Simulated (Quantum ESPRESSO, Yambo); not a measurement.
# A GW chain in Yambo: RbBr (Fm-3m), part 2 of 2

Wanted: ground state, empty states, screening and self-energy for RbBr (Fm-3m).

Quantum ESPRESSO 7.5 and Yambo 5.3.0; PBE and many-body steps on it, plane waves. Known limits of the many-body steps: not at the basis limit; no spin-orbit coupling.

So far. Step 2 (Ground state): The gap is direct, at Γ. Step 3 (Bands along the symmetry lines): The gap is 4.364 eV, as in the run before at this level.

The database entry behind the starting cell differs from later determinations by our own check (about 0.5 % short), so it need not match the best structure at ambient conditions.

### 4. Empty states on the mesh, 4×4×4 mesh, 348 bands

Level of this step: DFT, PBE, plane waves, norm-conserving pseudopotentials (Quantum ESPRESSO).

The sums over transitions need many empty states on a uniform mesh; this step solves for them.

Input file pw.in:

```
&control
  calculation = 'nscf'
  prefix = 'x'
  outdir = 'o'
  pseudo_dir = 'pseudo'
/
&system
  ibrav = 0
  nat = 2
  ntyp = 2
  ecutwfc = 76.0
  nbnd = 348
  force_symmorphic = .true.
/
&electrons
  conv_thr = 1e-9
  electron_maxstep = 80
  diago_full_acc = .true.
  diago_thr_init = 5e-6
/
ATOMIC_SPECIES
  Rb 85.468 Rb.upf
  Br 79.904 Br.upf
CELL_PARAMETERS angstrom
  0.0000000000 3.4270000000 3.4270000000
  3.4270000000 0.0000000000 3.4270000000
  3.4270000000 3.4270000000 -0.0000000000
ATOMIC_POSITIONS crystal
  Rb 0.0000000000 0.0000000000 0.0000000000
  Br 0.5000000000 0.5000000000 0.5000000000
K_POINTS automatic
  4 4 4 0 0 0
```

On the command line:

```
$ OMP_NUM_THREADS=1 mpirun -n 4 pw.x -nk 4 -in pw.in > pw.out
```

The log of the run:

```text
[banner, memory and clock lines left out]
Program PWSCF v.7.5 starts

     Atomic positions and unit cell read from directory:
     o/x.save/

     Message from routine setup:
     using ibrav=0 with symmetry is DISCOURAGED, use correct ibrav instead

     G-vector sticks info

     bravais-lattice index     =            0
     lattice parameter (alat)  =       9.1586  a.u.
     unit-cell volume          =     543.2114 (a.u.)^3
     number of atoms/cell      =            2
     number of atomic types    =            2
     number of electrons       =        26.00
     number of Kohn-Sham states=          348
     kinetic-energy cutoff     =      76.0000  Ry
     charge density cutoff     =     304.0000  Ry
     Exchange-correlation= PBE
                           (   1   4   3   4   0   0   0)

     celldm(1)=   9.158576  celldm(2)=   0.000000  celldm(3)=   0.000000
     celldm(4)=   0.000000  celldm(5)=   0.000000  celldm(6)=   0.000000

     crystal axes: (cart. coord. in units of alat)
               a(1) = (   0.000000   0.707107   0.707107 )
               a(2) = (   0.707107   0.000000   0.707107 )
               a(3) = (   0.707107   0.707107  -0.000000 )

     reciprocal axes: (cart. coord. in units 2 pi/alat)
               b(1) = ( -0.707107  0.707107  0.707107 )
               b(2) = (  0.707107 -0.707107  0.707107 )
               b(3) = (  0.707107  0.707107 -0.707107 )
     Pseudo is Norm-conserving + core correction, Zval =  9.0
     Generated using ONCVPSP code by D. R. Hamann
     Using radial grid of 2308 points,  6 beta functions with:
     Pseudo is Norm-conserving + core correction, Zval = 17.0
     Generated using ONCVPSP code by D. R. Hamann
     Using radial grid of 1098 points,  6 beta functions with:
     Rb                9.00    85.46800     Rb( 1.00)
     Br               17.00    79.90400     Br( 1.00)

     48 Sym. Ops., with inversion, found

   Cartesian axes

     site n.     atom                  positions (alat units)
         1        Rb     tau(   1) = (   0.0000000   0.0000000   0.0000000  )
         2        Br     tau(   2) = (   0.7071068   0.7071068   0.7071068  )

     number of k points=     8
                       cart. coord. in units 2pi/alat
        k(    1) = (   0.0000000   0.0000000   0.0000000), wk =   0.0312500
        k(    2) = (   0.1767767   0.1767767  -0.1767767), wk =   0.2500000
        k(    3) = (  -0.3535534  -0.3535534   0.3535534), wk =   0.1250000
[...]
k(    7) = (  -0.7071068   0.0000000   0.0000000), wk =   0.0937500
        k(    8) = (  -0.7071068   0.3535534   0.0000000), wk =   0.1875000

     Dense  grid:    48671 G-vectors     FFT dimensions: (  54,  54,  54)

     The potential is recalculated from file :
     o/x.save/charge-density

     Starting wfcs are   14 randomized atomic wfcs +  334 random wfcs

     Band Structure Calculation

     End of band structure calculation

          k = 0.0000 0.0000 0.0000 (  5985 PWs)   bands (ev):

   -55.9826 -55.9826 -55.9807 -55.9807 -55.9807 -22.2901 -10.0526  -6.3615
    -6.3615  -6.3615   2.1322   2.1322   2.1322   6.4965   9.4189   9.4189
     9.4189  10.3081  10.3081  13.1143  17.9700  17.9700  17.9700  18.2752
[...]
[... 32 further rows ...]
[...]
149.4056 151.2175 151.2175 151.2175

          k = 0.1768 0.1768-0.1768 (  6072 PWs)   bands (ev):

[...]
[... 32 further rows ...]
[...]
148.6003 148.8121 148.8326 149.0493

          k =-0.3536-0.3536 0.3536 (  6116 PWs)   bands (ev):

[...]
46.1279  46.1888  46.2049  49.0310  49.9487  51.7198  51.7198  52.7416
     [... 32 further rows ...]
   144.1007 144.9955 146.6055 146.6055 146.9085 147.6932 147.6932 148.0930
   148.3665 148.3665 148.3797 148.3797

          k = 0.3536 0.0000 0.0000 (  6102 PWs)   bands (ev):

     [... further k-points ...]

     highest occupied, lowest unoccupied level (ev):     2.1322    6.4965

     XML data file, pseudopotentials, collected wavefunctions
```

Wall time 68 s (4 MPI ranks of Arm Neoverse V1, shared host); peak memory 0.95 GiB; 4.5 min of CPU time.

Numbers from this step:

```
gap                                                           : 4.364 eV
k of the valence top                                          : 0, 0, 0
k of the conduction bottom                                    : 0, 0, 0
least direct gap                                              : 4.364 eV
k points computed                                             : 8
lowest point of the top converged band, above the valence top : 146.0202 eV
```

On this mesh the gap is 4.364 eV.

### 5. Conversion and set-up

This step: Yambo 5.3.0; conversion and set-up on PBE, plane waves, norm-conserving pseudopotentials.

The states are converted to the many-body program's format and the q mesh is built.

On the command line:

```
$ (cd o/x.save; p2y > p2y.log; mv SAVE ../..); yambo > setup.log
```

The log of the run:

```text
 Yambo, version 5.3.0

 [02] CORE Variables Setup
 =========================

  [02.01] Unit cells
  ==================

  Cell kind             :  FCC
  Atoms in the cell     :  Rb  Br
  number of Rb atoms    :  1
  number of Br atoms    :  1

  List of atomic masses
  Mass of Rb    :  85.46800
  Mass of Br    :  79.90400

  List of atomic coordinates    : [cc]
  Rb1       :  0.000000  0.000000  0.000000  order 1
  Br1       :  6.476091  6.476091  6.476091  order 2

  Alat factors          :  6.476091  6.476091  6.476091 [a.u.]
  Direct lattice volume :  543.2114 [a.u.]
  Direct lattice vectors:  A[ 1 ]  A[ 2 ]  A[ 3 ]
   A[ 1 ]:  0.000000  1.000000  1.000000  [iru]
   0.000000  6.476091  6.476091  [cc]
   A[ 2 ]:  1.000000  0.000000  1.000000  [iru]
   6.476091  0.000000  6.476091  [cc]
   A[ 3 ]:  1.000000  1.000000 -0.000000  [iru]
   6.476091  6.476091 -0.000000  [cc]

  Recip. lattice volume :  0.456637 [a.u.]
  Recip. lattice vectors:  B[ 1 ]  B[ 2 ]  B[ 3 ]
   B[ 1 ]: -0.500000  0.500000  0.500000  [iku]
  -0.485106  0.485106  0.485106  [cc]
   B[ 2 ]:  0.500000 -0.500000  0.500000  [iku]
   0.485106 -0.485106  0.485106  [cc]
   B[ 3 ]:  0.500000  0.500000 -0.500000  [iku]
   0.485106  0.485106 -0.485106  [cc]

  [02.02] Symmetries
  ==================

  Inversion symmetry    : yes
  Spatial inversion     : yes
  Inversion index       :  25
  K-space Time-reversal : no
  Magnetic symmetries   : no
  Group table correct   : yes
  Symmetries units      :  [cc]

   [S  1]:   1.0000      0.27213E-16  0.27213E-16  0.27213E-16   1.0000     -0.27213E-16 -0.27213E-16 -0.27213E-16   1.0000
   [S  2]:  -1.0000     -0.27213E-16  0.27213E-16 -0.27213E-16  -1.0000     -0.27213E-16  0.27213E-16  0.27213E-16   1.0000
   [S  3]:  -1.0000      0.27213E-16 -0.27213E-16 -0.27213E-16   1.0000      0.27213E-16  0.27213E-16 -0.27213E-16  -1.0000
[...]
[... 36 further rows ...]
   [S 47]:  0.27213E-16   1.0000     -0.27213E-16 -0.27213E-16  0.27213E-16  -1.0000       1.0000     -0.27213E-16  0.27213E-16
   [S 48]:  0.27213E-16  -1.0000      0.27213E-16 -0.27213E-16 -0.27213E-16   1.0000       1.0000      0.27213E-16 -0.27213E-16

  [02.03] Reciprocal space
  ========================

  nG shells         :   433
  nG charge         :   48671
  nG WFs            :   7290
  nC WFs            :   6116
  G-vecs. in first 43 shells:  [ Number ]
     1    9   15   27   51   59   65   89  113
    137   169   181   229   259   283   307   331   339
    387   411   459   531   537   561   609   645   701
[...]
1139  1211  1243  1291  1363  1411  1459
  ...
  Shell energy in first 43 shells:  [ mHa ]
[...]
6000.87      6118.53      6589.19      6942.18      7530.50      7883.49      8001.16      8471.81      8824.80
[...]
K/Q-points units:
  rlu = crystal or reduced units; cc = cartesian coordinates; iku = interal k-units

  K [1]          [rlu]:  0.000000  0.000000  0.000000
         WF components:   5985
  K [2]          [rlu]: -0.81030E-17 -0.81030E-17  0.25000
         WF components:   6072
  K [3]          [rlu]:  0.16206E-16  0.16206E-16 -0.50000
         WF components:   6116
  K [4]          [rlu]:  0.32852E-17  0.25000      0.25000
         WF components:   6102
  K [5]          [rlu]:  0.23457E-16  0.25000     -0.50000
         WF components:   6070
  [... 2 further k-points ...]
  K [8]          [rlu]:  0.250000 -0.500000 -0.250000
         WF components:   6032

  [02.05] Energies & Occupations
  ==============================

  [X] === General ===
  [X] Electronic Temperature                        :  0.000000  0.000000 [eV K]
  [X] Bosonic    Temperature                        :  0.000000  0.000000 [eV K]
  [X] Finite Temperature mode                       : no
  [X] El. density                                   :  0.32300E+24 [cm-3]
  [X] Fermi Level                                   :  2.132238 [eV]

  [X] === Gaps and Widths ===
  [X] Conduction Band Min                           :  4.364251 [eV]
  [X] Valence Band Max                              :  0.000000 [eV]
  [X] Filled Bands                                  :  13
  [X] Empty Bands                                   :    14   348
  [X] Direct Gap                                    :  4.364251 [eV]
  [X] Direct Gap localized at k                     :  1
  [X] Indirect Gap                                  :  4.364251 [eV]
  [X] Indirect Gap between kpts                     :  1  1
  [X] Last valence band width                       :  0.354275 [eV]
  [X] 1st conduction band width                     :  2.722711 [eV]

  E @ K [1]:  [eV]
  -58.11487 -58.11487 -58.11291 -58.11291 -58.11291 -24.42232 -12.18480  -8.49377
   -8.4938      -8.4938     -0.21102E-11 -0.18376E-11   0.0000       4.3643       7.2866       7.2866
    7.28663   8.17591   8.17591  10.98203  15.83781  15.83781  15.83781  16.14291
[...]
occ @ K [1]
[...]
E @ K [2]:  [eV]
[...]
occ @ K [2]
[...]
E @ K [3]:  [eV]
[...]
occ @ K [3]
[...]
E @ K [4]:  [eV]
[...]
occ @ K [4]
[...]
E @ K [5]:  [eV]
[...]
occ @ K [5]
[...]
[... 2 further k-points ...]
  E @ K [8]:  [eV]
[...]
occ @ K [8]
[...]
0.000000  0.000000  0.000000  0.000000  0.000000  0.000000  0.000000  0.000000
   0.000000  0.000000  0.000000  0.000000  0.000000  0.000000  0.000000  0.000000

 [03] Transferred momenta grid and indexing
 ==========================================

 IBZ Q-points                                      :   8
 BZ  Q-points                                      :   64

 K/Q-points units:
 rlu = crystal or reduced units; cc = cartesian coordinates; iku = interal k-units

 Q [1]          [rlu]:  0.000000  0.000000  0.000000
 Q [2]          [rlu]:  0.20505E-16 -0.72508E-17  0.25000
 Q [3]          [rlu]: -0.41010E-16  0.14502E-16 -0.50000
[...]
Q [7]          [rlu]: -0.63786E-16 -0.50000     -0.50000
 Q [8]          [rlu]:  0.250000 -0.500000 -0.250000

  [03.01] X indexes
  =================

   [03.01.01] Sigma indexes
   ========================

 [06] Game Over & Game summary
```

It took 3.5 s on 1 MPI rank; peak memory 0.26 GiB.

### 6. Screening and self-energy, 4×4×4 mesh, 348 bands, screening to 210.9 eV

G0W0 replaces the xc potential by the self-energy, built once from these orbitals. Only a window of levels is corrected, while the sums run over the empty bands that the input names.

This step: G0W0 on PBE, plane waves, norm-conserving pseudopotentials.

Input file gw1.in:

```
HF_and_locXC
gw0
dyson
ppa
em1d
rim_cut
RandQpts= 1000000
RandGvec= 1 RL
EXXRLvcs= 76 Ry
VXCRLvcs= 304 Ry
Chimod= "HARTREE"
% BndsRnXp
 1 | 348 |
%
NGsBlkXp= 15.5 Ry
% LongDrXp
 1 | 1 | 1 |
%
% GbndRnge
 1 | 348 |
%
DysSolver= "n"
ExtendOut
PPAPntXp= 27.21138 eV
% QPkrange
 1 | 1 | 12 | 15 |
%
```

On the command line:

```
$ OMP_NUM_THREADS=1 mpirun -n 4 yambo -F gw1.in -J gw1 -C gw1 > gw1.log
```

The log of the run:

```text
 Yambo, version 5.3.0

 [02] CORE Variables Setup
 =========================

  [... cell, symmetries and grids as in the set-up ...]

  [02.05] Energies & Occupations
  ==============================

  [X] === General ===
  [X] Electronic Temperature                        :  0.000000  0.000000 [eV K]
  [X] Bosonic    Temperature                        :  0.000000  0.000000 [eV K]
  [X] Finite Temperature mode                       : no
  [X] El. density                                   :  0.32300E+24 [cm-3]
  [X] Fermi Level                                   :  2.132238 [eV]

  [X] === Gaps and Widths ===
  [X] Conduction Band Min                           :  4.364251 [eV]
  [X] Valence Band Max                              :  0.000000 [eV]
  [X] Filled Bands                                  :  13
  [X] Empty Bands                                   :    14   348
  [X] Direct Gap                                    :  4.364251 [eV]
  [X] Direct Gap localized at k                     :  1
  [X] Indirect Gap                                  :  4.364251 [eV]
  [X] Indirect Gap between kpts                     :  1  1
  [X] Last valence band width                       :  0.354275 [eV]
  [X] 1st conduction band width                     :  2.722711 [eV]

 [03] Transferred momenta grid and indexing
 ==========================================

 IBZ Q-points                                      :   8
 BZ  Q-points                                      :   64

 K/Q-points units:
 rlu = crystal or reduced units; cc = cartesian coordinates; iku = interal k-units

 Q [1]          [rlu]:  0.000000  0.000000  0.000000
 Q [2]          [rlu]:  0.20505E-16 -0.72508E-17  0.25000
 Q [3]          [rlu]: -0.41010E-16  0.14502E-16 -0.50000
 Q [4]          [rlu]:  0.31893E-16  0.25000      0.25000
 Q [5]          [rlu]:  0.34809E-16  0.25000      0.50000
 Q [6]          [rlu]:  0.99473E-16  0.25000     -0.25000
 Q [7]          [rlu]: -0.63786E-16 -0.50000     -0.50000
 Q [8]          [rlu]:  0.250000 -0.500000 -0.250000

 [04] Coloumb potential Random Integration (RIM)
 ===============================================

  [04.01] RIM initialization
  ==========================

  * Diagonal components only detected *

  8 x (sBL volume)        :  0.057080 [a.u.]
  sBZ random points       :  1000000
  Points outside the sBZ  :   7968281
  RL volume               :  0.456637 [a.u.]
  Integrated volume       :  0.458454 [a.u.]

  [04.02] RIM integrals
  =====================

  Gamma point sphere radius             :  0.069841 [a.u.]
  Points outside the sphere             :   800476
  [Int_sBZ(q=0) 1/q^2]*(Vol_sBZ)^(-1/3) =:  7.776341
                                 should be <:  7.795600

  Summary of Coulomb integrals for non-metallic bands |Q|[au] RIM/Bare

  Q [1] 0.100000E-4 0.997530 * Q [2] 0.210057 1.069186
  Q [4] 0.242553 1.068537 * Q [6] 0.343022 1.029949
  Q [5] 0.402229 1.023412 * Q [3] 0.420114 1.020404
  Q [7] 0.485106 1.016961 * Q [8] 0.542365 1.013888

 [05] Dipoles
 ============

  [05.01] Setup: observables and procedures
  =========================================

 [06] Dynamic Dielectric Matrix (PPA)
 ====================================

 [WR./gw1//ndb.pp]---------------------------------------------------------------
  Brillouin Zone Q/K grids (IBZ/BZ)                :    8   64    8   64
  RL vectors                                       :   7343 [WF]
  Coulomb cutoff potential                         : none
  Electronic Temperature                           :  0.000000 [K]
  Bosonic    Temperature                           :  0.000000 [K]
  PPA    diel. fun.  energies                      : Perdew, Burke & Ernzerhof(X)+Perdew, Burke & Ernzerhof(C)
  wavefunctions                                    : Perdew, Burke & Ernzerhof(X)+Perdew, Burke & Ernzerhof(C)
  Global Gauge                                     : length
  X matrix size                                    :   609
  X band range                                     :     1   348
  X e/h energy range                               : -1.000000 -1.000000 [eV]
  X Time ordering                                  : R
  X Hxc Kernel                                     : HARTREE
  X Drude frequency                                :  0.000000  0.000000
  X poles                                          :  100.0000 [o/o]
  RL vectors in the sum                            :   7343
  [r,Vnl] included                                 : yes
  Field direction                                  :  0.577350E-5  0.577350E-5  0.577350E-5
  BZ energy Double Grid                            : no
  BZ energy DbGd points                            : 0
  BZ Q point size factor                           : -1.000000
  X Optical Averaged directions                    : none

 [07] Local Exchange-Correlation + Non-Local Fock
 ================================================

 [VXC] Plane waves :   48671
 [EXS] Plane waves :   6081

 QP @ state[ 1 ] K range:  1  1
 QP @ state[ 1 ] b range:  12  15

 [xc] Functional : Perdew, Burke & Ernzerhof(X)+Perdew, Burke & Ernzerhof(C)
 [xc] LIBXC used to calculate xc functional
  PP Number of Atomic Species                      :  2
  NLCC RL compoments                               :   48671
  PP Number of Atomic Species                      :  2
  NLCC RL compoments                               :   48671

 [xc] E_xc :  -16.27496 [Ha]
      E_xc :  -32.54992 [Ry]

  Local XC kind (lXC) : Perdew, Burke & Ernzerhof(X)+Perdew, Burke & Ernzerhof(C)
  Non-Local XC kind (nlXC) : Hartree-Fock

  Corrections @ K [1] :  [eV]
 <12|nlXC|12> = -19.41607  0.29846E-17 <12|lXC|12> = -14.22687 -0.62046E-21
 <13|nlXC|13> = -19.41604  0.25755E-17 <13|lXC|13> = -14.22687 -0.15341E-15
 <14|nlXC|14> = -3.641018  0.17070E-17 <14|lXC|14> = -6.942251 -0.18883E-15
 <15|nlXC|15> = -3.253735  0.84129E-18 <15|lXC|15> = -7.444604  0.59760E-20

 [08] Dyson equation: Newton solver
 ==================================

  [08.01] G0W0 (W PPA)
  ====================

  [  GW  ] Bands range     :     1   348
  [GW/PPA] G damping       :  0.100000 [eV]

  QP @ state[ 1 ] K range:  1  1
  QP @ state[ 1 ] b range:  12  15

   Sc/G bands                                       :     1   348
   Sc/G damping                                     :  0.100000 ev
   Sc bands terminator                              : no
   Sx RL components                                 :   6081

   QP @ state[ 1 ] K range                          :  1  1
   QP @ state[ 1 ] b range                          :  12  15
   GF energies kind                                 : Perdew, Burke & Ernzerhof(X)+Perdew, Burke & Ernzerhof(C)
   GF WF`s kind                                     : Perdew, Burke & Ernzerhof(X)+Perdew, Burke & Ernzerhof(C)
   Xs energies kind                                 : Perdew, Burke & Ernzerhof(X)+Perdew, Burke & Ernzerhof(C)
   Xs WF`s kind                                     : Perdew, Burke & Ernzerhof(X)+Perdew, Burke & Ernzerhof(C)

 [11] Game Over & Game summary
```

It took 15 min on 4 MPI ranks; peak memory 2.8 GiB; 58 min of CPU time.

This step gave:

```yaml
g0w0_gap_on_the_points_computed: 7.637 eV
starting_gap_on_the_mesh: 4.364 eV
k_of_the_valence_top: 0, 0, 0
k_of_the_conduction_bottom: 0, 0, 0
least_direct_g0w0_gap_on_the_computed_points: 7.637 eV
z_at_the_valence_top: 0.8258
z_at_the_conduction_bottom: 0.8763
```

The gap on the mesh goes from 4.36 eV to 7.64 eV, a correction of +3.27 eV.

Limits: finite bands, cutoff and mesh; no spin-orbit coupling. v1 is the top filled band, c1 the lowest empty one. The levels before and after the correction (eV, zero at the valence-band top of each column):

```
           conduction bottom  valence top
Kohn-Sham               4.36         0.00
     G0W0               7.64         0.00
```

```
             level  energy (eV)
Kohn-Sham  Γ v2-v1        0.000
Kohn-Sham     Γ c1        4.364
Kohn-Sham     Γ c2        7.287
     G0W0  Γ v2-v1        0.000
     G0W0     Γ c1        7.637
     G0W0     Γ c2       11.177
```

### 7. Where the time went

Times are wall times on the hardware named with each run, good to a factor of about two.

```
                          step    time  share  memory (GiB)
                  ground state    13 s    1 %          0.32
bands along the symmetry lines    13 s    1 %          0.27
      empty states on the mesh    68 s    7 %          0.95
         conversion and set-up   3.5 s    0 %          0.26
     screening and self-energy  15 min   90 %           2.8
```

### 8. Outcome

```
PBE gap              : 4.36 eV, direct
G0W0 gap on the mesh : 7.64 eV
GW settings          : 4×4×4 mesh, 348 bands, screening to 210.9 eV, Godby-Needs plasmon pole
known limits         : not at the basis limit; no spin-orbit coupling
```

**Reading.** G0W0 moves the gap on the mesh from 4.36 eV to 7.64 eV (+3.27 eV), with Z of 0.83 and 0.88 at the edges. Only 1 of the mesh's irreducible points was corrected, so a valley elsewhere could overtake. The dearest step here is «screening and self-energy». Bands and cutoff are finite, so the gap is not at the basis limit. The miss can reach some tenths of an eV and take either sign; the mesh is an error of its own. In the G0W0 run levels were corrected at 1 k point alone, so a gap called «on the mesh» is the least over those, and an edge elsewhere would be missed. The many-body steps are scalar-relativistic: spin-orbit coupling is not in them.

[Paths, hosts, dates, memory and timing lines, banners, echoed tables and standing remarks are left out of the program output.]

[Logs are printed without paths, hosts, clocks, repeated set-up lines and the standing remarks that a program may print on its own settings, such as how far it seeks lower states.]

[Runs of the session that timed out or met a known fault of the program may be left out.]

[Hosts, paths, dates, database ids (printed as entryN), source tags and the programs' standing remarks are cut or masked in the printed files.]
